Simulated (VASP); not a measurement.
A VASP 6.6.1 single-point calculation on PbS

INCAR

```
ISMEAR = -1
NBANDS = 17
ENCUT = 600
LASPH = .TRUE.
LWAVE = .FALSE.
LCHARG = .FALSE.
SIGMA = 0.02
LREAL = .FALSE.
GGA = PE
ISIF = 2
EDIFF = 1E-7
NELM = 71
PREC = Accurate
IBRION = -1
NSW = 0
```

KPOINTS

```
KPOINTS created by Atomic Simulation Environment
0
Gamma
8 8 8
0 0 0
```

POSCAR

```
Pb S
 1.0000000000000000
     0.0000000000000000    3.0320411529000002    3.0320411529000002
     3.0320411529000002    0.0000000000000000    3.0320411529000002
     3.0320411529000002    3.0320411529000002    0.0000000000000000
 Pb  S
   1   1
Cartesian
  0.0000000000000000  0.0000000000000000  0.0000000000000000
  3.0320411529000002  3.0320411529000002  3.0320411529000002
```

The recommended PBE PAW datasets give the neutral cell 20 valence electrons.

Command

```
mpirun -np 1 vasp_std
```

OSZICAR

```
N       E                     dE             d eps       ncg     rms          rms(c)
DAV:   1     0.166568554243E+03    0.16657E+03   -0.10331E+04   986   0.134E+03
DAV:   2     0.431884010065E+01   -0.16225E+03   -0.15627E+03  1032   0.330E+02
DAV:   3    -0.893811250978E+01   -0.13257E+02   -0.13134E+02  1280   0.977E+01
DAV:   4    -0.929592845151E+01   -0.35782E+00   -0.35745E+00  1288   0.172E+01
DAV:   5    -0.930844925347E+01   -0.12521E-01   -0.12520E-01  1461   0.317E+00    0.421E+00
DAV:   6    -0.875768462199E+01    0.55076E+00   -0.16403E+00  1507   0.803E+00    0.293E+00
DAV:   7    -0.875997399324E+01   -0.22894E-02   -0.14651E-01  1166   0.187E+00    0.177E+00
DAV:   8    -0.876397959001E+01   -0.40056E-02   -0.19318E-02  1133   0.142E+00    0.412E-01
DAV:   9    -0.876317081411E+01    0.80878E-03   -0.42906E-03  1533   0.528E-01    0.107E-01
DAV:  10    -0.876343966102E+01   -0.26885E-03   -0.45745E-04  1122   0.120E-01    0.859E-02
DAV:  11    -0.876344030761E+01   -0.64659E-06   -0.60946E-05  1382   0.842E-02    0.119E-02
DAV:  12    -0.876344149760E+01   -0.11900E-05   -0.43352E-06  1256   0.208E-02    0.336E-03
DAV:  13    -0.876344149453E+01    0.30659E-08   -0.20174E-07  1311   0.516E-03
   1 F= -.87634415E+01 E0= -.87634415E+01  d E =-.436849E-08
```

From OUTCAR

```
k-points           NKPTS =     29   k-points in BZ     NKDIM =     29   number of bands    NBANDS=     17

   NELECT =      20.0000    total number of electrons

   dimension x,y,z NGX =    36 NGY =   36 NGZ =   36
   dimension x,y,z NGXF=    72 NGYF=   72 NGZF=   72

  energy-cutoff  :      600.00
  volume of cell :       55.75
      direct lattice vectors                 reciprocal lattice vectors
     0.000000000  3.032041153  3.032041153    -0.164905413  0.164905413  0.164905413
     3.032041153  0.000000000  3.032041153     0.164905413 -0.164905413  0.164905413
     3.032041153  3.032041153  0.000000000     0.164905413  0.164905413 -0.164905413

 k-points in reciprocal lattice and weights: KPOINTS created by Atomic Simulation Env
   0.00000000  0.00000000  0.00000000       0.002
   0.12500000  0.00000000  0.00000000       0.016
   0.25000000  0.00000000  0.00000000       0.016
   0.37500000  0.00000000  0.00000000       0.016
   0.50000000  0.00000000  0.00000000       0.008
   0.12500000  0.12500000  0.00000000       0.012
   0.25000000  0.12500000  0.00000000       0.047
   0.37500000  0.12500000  0.00000000       0.047
   ...

 E-fermi :   5.2092

 k-point     1 :       0.0000    0.0000    0.0000
  band No.  band energies     occupation
      1     -11.7539      2.00000
      2     -11.7539      2.00000
      3     -11.7539      2.00000
      4     -11.7360      2.00000
      5     -11.7360      2.00000
      6      -8.0446      2.00000
      7      -1.1759      2.00000
      8       3.1251      2.00000
      9       3.1251      2.00000
     10       3.1251      2.00000
     11       9.9927      0.00000
     12       9.9927      0.00000
     13       9.9927      0.00000
     14      11.8703      0.00000
     15      11.8703      0.00000
     16      11.8703      0.00000
     17      13.8171      0.00000

 k-point     2 :       0.1250    0.0000    0.0000
  band No.  band energies     occupation
      1     -11.7532      2.00000
      2     -11.7511      2.00000
      3     -11.7511      2.00000
      4     -11.7369      2.00000
      5     -11.7369      2.00000
      6      -7.9253      2.00000
      7      -1.5316      2.00000
      8       3.1617      2.00000
      9       3.1617      2.00000
     10       3.3810      2.00000
     11       8.8926      0.00000
     12       9.3210      0.00000
     13       9.3210      0.00000
     14      11.7737      0.00000
     15      12.2127      0.00000
     16      12.2127      0.00000
     17      14.7939      0.00000

 k-point     3 :       0.2500    0.0000    0.0000
  band No.  band energies     occupation
      1     -11.7529      2.00000
      2     -11.7529      2.00000
      3     -11.7517      2.00000
      4     -11.7306      2.00000
      5     -11.7306      2.00000
      6      -7.5970      2.00000
      7      -2.3337      2.00000
      8       3.2660      2.00000
      9       3.2660      2.00000
     10       3.9201      2.00000
     11       7.3510      0.00000
     12       8.2255      0.00000
     13       8.2255      0.00000
     14      11.9218      0.00000
     15      13.0373      0.00000
     16      13.0373      0.00000
     17      16.5529      0.00000

 ...

  Total       -0.4843539     -0.4843539     -0.4843539     -0.0000000     -0.0000000      0.0000000
  in kB      -13.9199627    -13.9199627    -13.9199627     -0.0000000     -0.0000000      0.0000000
  external PRESSURE =     -13.9199627 kB  Pullay stress =       0.0000000 kB

 POSITION                                       TOTAL-FORCE (eV/Angst)
 -----------------------------------------------------------------------------------
      0.00000      0.00000      0.00000         0.000000      0.000000     -0.000000
      3.03204      3.03204      3.03204        -0.000000     -0.000000      0.000000
 -----------------------------------------------------------------------------------
    total drift:                                0.000000      0.000000      0.000000

  FREE ENERGIE OF THE ION-ELECTRON SYSTEM (eV)
  ---------------------------------------------------
  free  energy   TOTEN  =        -8.7634414945 eV

  energy  without entropy=       -8.7634414902  energy(sigma->0) =       -8.76344149
```

It converged. Results: gap between bands v and c on the k mesh 0.58 eV; least direct gap on the k mesh 0.58 eV; pressure -1.4 GPa. Band v is the last that the valence electrons fill when counted band by band, and c is the next.

For comparison, a separate PBE run of the intended cell, on usual settings and not on those above, gives a gap of 0.58 eV on its mesh and a pressure of -1.4 GPa.

The run above took about 32 s on one core of a shared host (Intel Xeon Platinum 8488C) and held 0.2 GiB at most.
